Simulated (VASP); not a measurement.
# C (P6_3/mmc) in VASP: notebook

Runs on C. Level: PBE+D3(BJ). Tasks: relaxation of cell and atoms, vibrations by finite differences.

Program: VASP 6.6.1. These are calculated values, not measurements. Logs are shortened: lines on timing, memory, paths and dates and some standing lists are left out, and cuts for length are marked.

## Step 1: The structure

The structure is hexagonal, space group P6_3/mmc (No. 194). The conventional cell has a = 2.456 Å, b = 2.456 Å, c = 6.696 Å, α = 90.00°, β = 90.00°, γ = 120.00°. Around C (site symmetry -6m2) lie 3 C at 1.42 Å. C (site symmetry -6m2) has 3 C at 1.42 Å as nearest neighbours.

## Step 2: Relaxation of cell and atoms, PBE+D3(BJ)

The input, INCAR:

```
SYSTEM = C
PREC = Accurate ; ENCUT = 520
EDIFF = 1E-7 ; ISMEAR = 0
SIGMA = 0.02 ; LREAL = .False.
LASPH = .True. ; NELM = 80
ALGO = Normal ; ISIF = 3
LWAVE = .False. ; LCHARG = .False.
GGA = PE ; IVDW = 12
IBRION = 2 ; NSW = 80
EDIFFG = -0.002
```

The input, KPOINTS:

```
Automatic mesh
0
Gamma
  3 3 1
  0 0 0
```

The input, POSCAR:

```
C
1.0
    2.4560000000      0.0000000000      0.0000000000
   -1.2280000000      2.1269583900      0.0000000000
    0.0000000000      0.0000000000      6.6960000000
C
4
Direct
    0.0000000000      0.0000000000      0.7500000000
    0.0000000000      0.0000000000      0.2500000000
    0.3333333300      0.6666666700      0.7500000000
    0.6666666700      0.3333333300      0.2500000000
```

Potentials or basis: VASP PAW PBE potentials, release 64 (C).

Run with:

```bash
$ cat potpaw_PBE.64/C/POTCAR > POTCAR
$ mpirun -np 4 vasp_std > vasp.out
```

OUTCAR:

```text
SYSTEM = C
   PREC = Accurate
   ENCUT = 520
   EDIFF = 1E-7
   ISMEAR = 0
   LREAL = .False.
   LASPH = .True.
   NELM = 80
   ISIF = 3
   GGA = PE
   IVDW = 12
   IBRION = 2
   NSW = 80
   EDIFFG = -0.002
 IVDW          = 12

 ion  position               nearest neighbor table
   1  0.000  0.000  0.750-   3 1.42   3 1.42   3 1.42
   2  0.000  0.000  0.250-   4 1.42   4 1.42   4 1.42
   3  0.333  0.667  0.750-   1 1.42   1 1.42   1 1.42
   4  0.667  0.333  0.250-   2 1.42   2 1.42   2 1.42

  LATTYP: Found a hexagonal cell.
 ALAT       =     2.4560000000
 C/A-ratio  =     2.7263843648

  Lattice vectors:

 A1 = (   2.4560000000,   0.0000000000,   0.0000000000)
 A2 = (  -1.2280000000,   2.1269583900,   0.0000000000)
 A3 = (   0.0000000000,   0.0000000000,   6.6960000000)

Analysis of symmetry for initial positions (statically):
=====================================================================
 Subroutine PRICEL returns:
 Original cell was already a primitive cell.

 Routine SETGRP: Setting up the symmetry group for a
 hexagonal supercell.

 Subroutine GETGRP returns: Found 24 space group operations
 (whereof 12 operations were pure point group operations)
 out of a pool of 24 trial point group operations.

The static configuration has the point symmetry D_3d.
 The point group associated with its full space group is D_6h.

Analysis of symmetry for dynamics (positions and initial velocities):
=====================================================================
 Subroutine PRICEL returns:
 Original cell was already a primitive cell.

 Routine SETGRP: Setting up the symmetry group for a
 hexagonal supercell.

 Subroutine GETGRP returns: Found 24 space group operations
 (whereof 12 operations were pure point group operations)
 out of a pool of 24 trial point group operations.

The dynamic configuration has the point symmetry D_3d.
 The point group associated with its full space group is D_6h.

 Subroutine INISYM returns: Found 24 space group operations
 (whereof 12 operations are pure point group operations),
 and found     1 'primitive' translations

----------------------------------------------------------------------------------------

                                     Primitive cell

  volume of cell :      34.9786

  direct lattice vectors                    reciprocal lattice vectors
     2.456000000  0.000000000  0.000000000     0.407166124  0.235077471  0.000000000
    -1.228000000  2.126958390  0.000000000     0.000000000  0.470154943  0.000000000
     0.000000000  0.000000000  6.696000000     0.000000000  0.000000000  0.149342891
[... 63 lines left out ...]
   LASPH  =      T    aspherical Exc in radial PAW
   ENCUT  =  520.0 eV  38.22 Ry    6.18 a.u.   4.57  4.57 12.45*2*pi/ulx,y,z
   NELM   =     80;   NELMIN=  2; NELMDL= -5     # of ELM steps
   EDIFF  = 0.1E-06   stopping-criterion for ELM
   LREAL  =      F    real-space projection
   EDIFFG = -.2E-02   stopping-criterion for IOM
   NSW    =     80    number of steps for IOM
   IBRION =      2    ionic relax: 0-MD 1-quasi-New 2-CG
   NFREE  =      1    steps in history (QN), initial steepest desc. (CG)
   ISIF   =      3    stress and relaxation
   ISYM   =      2    0-nonsym 1-usesym 2-fastsym
   POTIM  = 0.5000    time-step for ionic-motion
   TEBEG  =    0.0;   TEEND  =   0.0 temperature during run
   PSTRESS=    0.0 pullay stress
   NELECT =      16.0000    total number of electrons
   NUPDOWN=      -1.0000    fix difference up-down
   EMIN   =  10.00;   EMAX   =-10.00  energy-range for DOS
   EFERMI =   0.00;   METHOD = LEGACY
   ISMEAR =     0;   SIGMA  =   0.02  broadening in eV -4-tet -1-fermi 0-gaus
   EFERMI_NEDOS =   21; number of points for ismear=-14 and -15
   IALGO  =     38    algorithm
   IMIX   =      4    mixing-type and parameters
     AMIX     =   0.40;   BMIX     =  1.00
     AMIX_MAG =   1.60;   BMIX_MAG =  1.00
  volume/ion in A,a.u.               =       8.74        59.01
  Fermi-wavevector in a.u.,A,eV,Ry     =   1.261384  2.383670 21.648079  1.591089
  Thomas-Fermi vector in A             =   2.394846
   LORBIT       =      0    0 simple, 1 ext, 2 COOP (PROOUT), +10 PAW based schemes
   GGA     = PE    functional components
   LHFCALC =     F    Hartree Fock is set to
   AEXX    =    0.0000 exact exchange contribution
   IVDW    =    12    specifies the selected vdW correction
   LEPSILON=     F    determine dielectric tensor
   LRPA    =     F    only Hartree local field effects (RPA)
 conjugate gradient relaxation of ions
 non-spin polarized calculation
 Gauss-broadening in eV      SIGMA  =   0.02
  energy-cutoff  :      520.00
  volume of cell :       34.98
 maximum number of plane-waves:       979
 NGX is ok and might be reduce to    18
   NGX =  9   NGY =  9   NGZ = 25

--------------------------------------- Ionic step        1  -------------------------------------------

 number of electron      15.9999994 magnetization

 Free energy of the ion-electron system (eV)
  ---------------------------------------------------
  ext. energy  EPLUGINS =         0.00000000
  ---------------------------------------------------
  free energy    TOTEN  =       -35.82979958 eV

  energy without entropy =      -35.82478456  energy(sigma->0) =      -35.82729207

------------------------ aborting loop because EDIFF is reached ----------------------------------------

 Edisp (eV)   -0.62732

 E8    (eV) :    -0.1778
[... 111 lines left out ...]
  FREE ENERGIE OF THE ION-ELECTRON SYSTEM (eV)
  ---------------------------------------------------
  free  energy   TOTEN  =       -36.4738532155 eV

  energy  without entropy=      -36.4688381969  energy(sigma->0) =      -36.47134571

[... ionic steps 4 to 8 ...]

--------------------------------------- Ionic step        9  -------------------------------------------

 number of electron      15.9999993 magnetization

------------------------ aborting loop because EDIFF is reached ----------------------------------------
[... 79 lines left out ...]
--------------------------------------- Ionic step       11  -------------------------------------------

 number of electron      15.9999993 magnetization

 Free energy of the ion-electron system (eV)
  ---------------------------------------------------
  ext. energy  EPLUGINS =         0.00000000
  ---------------------------------------------------
  free energy    TOTEN  =       -35.82920954 eV

  energy without entropy =      -35.82419452  energy(sigma->0) =      -35.82670203

 E-fermi :   4.9111     XC(G=0): -10.5142

 val. band max:        4.9111156563   @ k =   0.3333   0.3333   0.0000
 cond. band min:       4.9111157094   @ k =   0.3333   0.3333   0.0000
 fundamental gap:      0.0000000531
 Fermi energy:         4.9111156829

 k-point     1 :       0.0000    0.0000    0.0000
  band No.  band energies     occupation
      1     -14.6502      2.00000
      2     -14.2591      2.00000
      3      -3.6583      2.00000
      4      -1.3185      2.00000
      5       1.9546      2.00000
      6       1.9546      2.00000
      7       1.9813      2.00000
      8       1.9813      2.00000
      9       9.5605      0.00000
     10      13.2036      0.00000
     11      13.2036      0.00000
     12      13.2739      0.00000
[... 63 lines left out ...]
  FREE ENERGIE OF THE ION-ELECTRON SYSTEM (eV)
  ---------------------------------------------------
  free  energy   TOTEN  =       -36.4790574900 eV

  energy  without entropy=      -36.4740424715  energy(sigma->0) =      -36.47654998

 reached required accuracy - stopping structural energy minimisation
```

Run time: 7.8 s. Hardware: 4 MPI ranks of Intel Xeon Platinum 8559C (Emerald Rapids), shared host; peak memory 0.12 GiB.

Results:

| Item | Value |
| --- | --- |
| Free energy | -36.4791 eV |
| Relaxed volume | 8.60 Å³/atom |
| Relaxed cell | a = 2.474 Å, b = 2.474 Å, c = 6.489 Å, α = 90.00°, β = 90.00°, γ = 120.00° |
| Space group after relaxing (to 0.05 Å) | P6_3/mmc (No. 194) |
| Energy gained by relaxing | 5.5 meV/atom |
| Ionic steps | 11 |
| Pressure after relaxing | 0.0 GPa |
| Band gap on the k mesh | none (metal or under the smearing width) |
| Dispersion energy per atom | -0.162 eV |

The path:
```csv
step,energy change (eV),largest force (eV/Å),pressure (GPa),volume (Å³)
1,0.0000,0.0000,6.14,34.98
2,0.0777,0.0000,-15.02,36.69
3,-0.0167,0.0000,-0.71,35.48
4,-0.0167,0.0000,-0.58,35.47
5,-0.0178,0.0000,-0.53,35.35
6,-0.0204,0.0000,-0.35,34.97
7,-0.0218,0.0000,0.06,34.22
8,-0.0219,0.0000,-0.07,34.43
9,-0.0219,0.0000,-0.05,34.40
10,-0.0219,0.0000,0.32,34.37
11,-0.0219,0.0000,0.00,34.40
```

Final structure:
```xyz
4
Lattice="2.4741 0.0000 0.0000 -1.2371 2.1427 0.0000 0.0000 0.0000 6.4888" Properties=species:S:1:pos:R:3 pbc="T T T"
C    -1.2371    2.1427    4.8666
C     2.4741    0.0000    1.6222
C     0.0000    1.4284    4.8666
C     1.2371    0.7142    1.6222
```

Levels at points of the mesh, in eV from the Fermi level:
```tsv
k point	band 5	band 6	band 7	band 8	band 9	band 10	band 11	band 12
(0.00, 0.00, 0.00)	-2.96	-2.96	-2.93	-2.93	4.65	8.29	8.29	8.36
```

Caveat: the k mesh is coarse (spacing up to 0.98 Å⁻¹), so the values aren't converged.

## Step 3: Relaxation of cell and atoms, PBE+D3(BJ)

This run uses another cell than the first one, of 8.60 Å³/atom, 0.983 times its volume.

INCAR is that of step 2.

KPOINTS is that of step 2.

The input, POSCAR:

```
C                                       
1.0
    2.4741247157      0.0000000000     -0.0000000000
   -1.2370623579      2.1426548542      0.0000000000
   -0.0000000000      0.0000000000      6.4887511553
  C             
     4
Direct
     0.0000000000000000    1.0000000000000000    0.7500000000000000
     1.0000000000000000    0.0000000000000000    0.2500000000000000
     0.3333333300000021    0.6666666699999979    0.7500000000000000
     0.6666666699999979    0.3333333300000021    0.2500000000000000
```

Potentials or basis: VASP PAW PBE potentials, release 64 (C).

Run with:

```bash
$ cat potpaw_PBE.64/C/POTCAR > POTCAR
$ mpirun -np 4 vasp_std > vasp.out
```

Run time: 3.6 s. Hardware: 4 MPI ranks of Intel Xeon Platinum 8559C (Emerald Rapids), shared host; peak memory 0.11 GiB.

It converged, with:

| Property | Result |
| --- | --- |
| Free energy | -36.4785 eV |
| Pressure after relaxing | 0.0 GPa |
| Band gap on the k mesh | none (metal or under the smearing width) |
| Dispersion energy per atom | -0.162 eV |

Final structure:
```
CELL_PARAMETERS angstrom
2.47412 0.00000 0.00000
-1.23706 2.14265 0.00000
0.00000 0.00000 6.48875
ATOMIC_POSITIONS crystal
C 0.00000 0.00000 0.75000
C 0.00000 0.00000 0.25000
C 0.33333 0.66667 0.75000
C 0.66667 0.33333 0.25000
```

Levels at points of the mesh, in eV from the Fermi level:
```csv
k point,band 6,band 7,band 8,band 9,band 10,band 11
"(0.00, 0.00, 0.00)",-2.96,-2.93,-2.93,4.65,8.29,8.30
```

Caveat: the k mesh is coarse (spacing up to 0.98 Å⁻¹), so the values aren't converged; the relaxation stopped at its first step, so nothing moved.

(Part 1 of 2 ends here.)
